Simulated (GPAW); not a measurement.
# InP (F-43m): the In K absorption edge, part 2 of 2

Aim: the dependence of the In K near-edge features of InP (F-43m) on volume.

GPAW 26.7.0; X-ray absorption from dipole matrix elements to empty bands, plane-wave PAW PBE.

So far. Step 8 (Spectrum with FCH, In atom 1): Against the first run the r.m.s. difference is 1 %. The highest intensity below 24 eV stays at 6.2 eV. Step 10 (Spectrum with FCH, In atom 1): The scaled spectrum changes by 1 % r.m.s. The highest intensity below 24 eV stays at 6.2 eV.

The database entry behind the starting cell differs from later determinations by our own check (0.1 to 0.3 % short, probably kX units), so it need not match the best structure at ambient conditions.

**12. Spectrum with FCH, In atom 1**

Changed against the first core-hole run: volume scale from 1 to 1.06.

Input file xas.py:

```python
import numpy as np
from ase import Atoms
from ase.parallel import parprint, paropen
from gpaw import GPAW, PW, FermiDirac, Mixer, MixerDif, setup_paths
from gpaw.test import gen
setup_paths.insert(0, '.')
gen('In', name='fch1s', xcname='PBE', corehole=(1, 0, 1), write_xml=True)
from gpaw.mpi import world
world.barrier()

atoms = Atoms('In4P4',
    cell=[[0, -5.97595075, 0],
     [-5.97595075, 0, 0],
     [0, 0, -5.97595075]],
    scaled_positions=[[0, 0, 0],
     [0.5, 0, 0.5],
     [0, 0.5, 0.5],
     [0.5, 0.5, 0],
     [0.25, 0.25, 0.25],
     [0.75, 0.25, 0.75],
     [0.25, 0.75, 0.75],
     [0.75, 0.75, 0.25]],
    pbc=True)
atoms.calc = calc = GPAW(legacy_gpaw=True, mode=PW(430, force_complex_dtype=True), xc='PBE', setups={0: 'fch1s'},
    kpts={'size': (3, 3, 3), 'gamma': True}, occupations=FermiDirac(0.02),
    charge=0, mixer=Mixer(0.1, 5, 50), maxiter=150,
    convergence={'density': 0.0001, 'eigenstates': 1e-6}, txt='scf.txt')
energy = atoms.get_potential_energy() + calc.get_reference_energy()
ef = calc.get_fermi_level()
out = dict(energy=energy, fermi=ef, forces=atoms.get_forces().tolist())
parprint(f'all-electron energy {energy:.4f} eV, Fermi level {ef:.4f} eV')
ev = np.array([[calc.get_eigenvalues(k, s) for k in range(len(calc.get_ibz_k_points()))] for s in range(calc.get_number_of_spins())])
out['homo'], out['lumo'], out['counts'] = ev[ev < ef].max(), ev[ev > ef].min(), sorted(set((ev < ef).sum((0, 2)).tolist()))
out['filled'] = (ev[:, 0] < ef).sum(1).tolist()

from ase.units import Ha
from gpaw.xas import dipole_matrix_elements
nb = int(calc.get_number_of_electrons() / 2) + 130
top, nb = nb, nb + 8 + nb // 12
nscf = calc.fixed_density(kpts={'size': (4, 4, 4), 'gamma': True}, nbands=nb,
    convergence={'bands': top, 'eigenstates': 5e-3}, maxiter=60, txt='nscf.txt')
cell = atoms.cell.array
ops = [cell.T @ U.T @ np.linalg.inv(cell.T) for U in nscf.wfs.kd.symmetry.op_scc]
filled = [36]  # bands filled in the ground state, by spin
E = np.arange(-6, 34, 0.1)
fwhm = np.interp(E, [4, 25], [7.91, 7.91])
Y, X, zero, highest = 0, 0, 1e9, 1e9
for spin in range(nscf.get_number_of_spins()):
    wfs = nscf.wfs
    mine = wfs.bd.get_slice()  # this rank's bands
    A = dipole_matrix_elements(wfs.setups[0])
    eps = np.zeros((wfs.kd.nibzkpts, nb))
    d = np.zeros((3, A.shape[1], wfs.kd.nibzkpts, nb), complex)
    for kpt in wfs.kpt_u:
        if kpt.s == spin and 0 in kpt.P_ani:
            eps[kpt.k, mine] = kpt.eps_n * Ha
            d[:, :, kpt.k, mine] = (kpt.weight * wfs.nspins / 2) ** 0.5 * np.inner(A, kpt.P_ani[0])
    world.sum(eps)
    world.sum(d)
    T = np.einsum('amkn,bmkn->abkn', d, d.conj()).real
    T = sum(np.einsum('ai,ijkn,bj->abkn', R, T, R) for R in ops) / len(ops)
    empty = np.ones_like(eps, bool) & (np.arange(nb) >= filled[spin])
    zero, highest = min(zero, eps[empty].min()), min(highest, eps[:, top - 1].min())
    lines = [(eps, T, empty)] if spin == 0 else lines + [(eps, T, empty)]
for eps, T, empty in lines:
    f = np.einsum('aakn->akn', T).reshape(3, -1)
    x = eps.ravel() - zero
    w = np.interp(x, E, fwhm) / 2.35482
    g = np.exp(-0.5 * ((E[:, None] - x) / w) ** 2) / (w * (2 * np.pi) ** 0.5)
    Y = Y + (f * empty.ravel()) @ g.T
    X = X + (f * ~empty.ravel()) @ g.T
out.update(E=E.round(2).tolist(), xas=Y.tolist(), xes=X.tolist(), zero=zero, valid=highest - zero, nk=len(eps), nb=nb)
for i in range(0, len(E), 10):
    parprint(f'{E[i]:7.2f}', *(f'{v:10.3e}' for v in Y[:, i]))
import json
with paropen('out.json', 'w') as f:
    json.dump(out, f)
```

The run is started by

```
$ OMP_NUM_THREADS=1 mpirun -n 4 gpaw python xas.py
```

It took 41 s on 4 MPI ranks of Intel Xeon Platinum 8488C (Sapphire Rapids), shared host; peak memory 0.29 GiB.

```
E (eV)  first run  this run
  -2.0       0.24      0.22
  -1.0       0.36      0.34
   0.0       0.51      0.49
   1.0       0.68      0.66
   2.0       0.85      0.84
   3.0       0.99      0.99
   4.0       1.09      1.11
   5.0       1.15      1.18
   6.0       1.17      1.21
   7.0       1.17      1.20
   8.0       1.14      1.17
   9.0       1.12      1.14
  10.0       1.10      1.10
  11.0       1.08      1.07
  12.0       1.06      1.04
  13.0       1.03      1.02
  14.0       1.01      0.98
  15.0       0.97      0.95
  16.0       0.94      0.92
  17.0       0.91      0.89
  18.0       0.89      0.88
  19.0       0.88      0.87
  20.0       0.88      0.88
  21.0       0.90      0.90
  22.0       0.92      0.92
  23.0       0.95      0.94
  24.0       0.96      0.96
  25.0       0.97      0.95
  26.0       0.96      0.93
  27.0       0.94      0.90
  28.0       0.90      0.86
  29.0       0.86      0.82
  30.0       0.81      0.78
  31.0       0.77      0.75
```

Against the first run the r.m.s. difference is 2 %. The highest intensity below 24 eV stays at 6.2 eV.

The photon energy of the zero moves by -0.33 eV.

**13. The volumes side by side**

```csv
volume,nearest distance (Å),shift of the zero (eV),maximum 1 (eV above own zero),maximum 2 (eV above own zero)
0.94,2.486,+0.36,6.2,25.6
0.97,2.512,+0.17,6.2,25.4
1,2.538,+0.00,6.2,25.0
1.03,2.563,-0.17,6.2,24.6
1.06,2.588,-0.33,6.2,24.4
```

The curves, each shifted by its zero's change so that they share one photon-energy axis, counted from the zero at V × 1:

```csv
E (eV),V × 0.94,V × 0.97,V × 1,V × 1.03,V × 1.06
-2.0,0.22,0.23,0.24,0.25,0.25
-1.0,0.34,0.35,0.36,0.37,0.39
0.0,0.48,0.50,0.51,0.53,0.55
1.0,0.64,0.66,0.68,0.70,0.72
2.0,0.80,0.82,0.85,0.87,0.89
3.0,0.94,0.96,0.99,1.01,1.04
4.0,1.04,1.07,1.09,1.12,1.14
5.0,1.11,1.13,1.15,1.18,1.20
6.0,1.14,1.16,1.17,1.19,1.21
7.0,1.14,1.15,1.17,1.18,1.19
8.0,1.12,1.13,1.14,1.15,1.16
9.0,1.11,1.11,1.12,1.12,1.12
10.0,1.09,1.09,1.10,1.09,1.09
11.0,1.08,1.08,1.08,1.07,1.06
12.0,1.07,1.06,1.06,1.05,1.04
13.0,1.06,1.05,1.03,1.02,1.01
14.0,1.04,1.02,1.01,0.99,0.97
15.0,1.01,0.99,0.97,0.96,0.94
16.0,0.98,0.96,0.94,0.92,0.91
17.0,0.95,0.93,0.91,0.90,0.89
18.0,0.92,0.90,0.89,0.88,0.87
19.0,0.90,0.89,0.88,0.88,0.88
20.0,0.89,0.88,0.88,0.88,0.89
21.0,0.89,0.89,0.90,0.90,0.91
22.0,0.91,0.91,0.92,0.93,0.93
23.0,0.93,0.94,0.95,0.95,0.95
24.0,0.96,0.96,0.96,0.96,0.96
25.0,0.98,0.98,0.97,0.96,0.95
26.0,0.99,0.98,0.96,0.94,0.93
27.0,0.98,0.96,0.94,0.91,0.89
28.0,0.96,0.93,0.90,0.87,0.85
29.0,0.92,0.89,0.86,0.83,0.81
30.0,0.87,0.84,0.81,0.79,0.77
```

**14. Results**

```yaml
absorber_and_edge: In K, atom 1 of the ground-state input (counted from 1)
surroundings: 4 P at 2.54 Å (tetrahedral, site symmetry -43m)
highest_intensity_below_24_ev: 6.2 eV above the zero, height 1.17
```

What this shows: From V × 0.94 to V × 1.06 the nearest distance grows by 0.102 Å and the zero moves by -0.69 eV. Above their own zero, the maxima move from 6.2 to 6.2 eV and from 25.6 to 24.4 eV. The one highest in energy moves most, in the direction that the rule ΔE·R² ≈ constant for scattering resonances gives. The In K edge of atom 1, with 4 P at 2.54 Å (tetrahedral, site symmetry -43m), has its highest intensity of the first 24 eV at 6.2 eV above the zero, 1.2 times the mean level of the first 20 eV (Gaussian full width 7.91 eV). The script folds with a Gaussian, whereas the core hole's own line is a Lorentzian, so the onset is too steep and the first peak too high. The holes are only 5.9 Å apart, so the shape is probably not converged with cell size; no larger cell was run here. The structure is a published determination, not relaxed.

[Logs are printed without paths, hosts, clocks, repeated set-up lines and the standing remarks that a program may print on its own settings, such as how far it seeks lower states.]

[Hosts, paths, dates, database ids (printed as entryN), source tags and the programs' standing remarks are cut or masked in the printed files.]

[Lists of maxima count a maximum above −3 eV only where it reaches 4 % of the highest in the window and stands out from its surroundings by 2 % of it (1.5 % where it reaches 55 %); shoulders and weaker maxima are passed over, and of the rest the first, up to two pre-edge ones and the few strongest are named.]
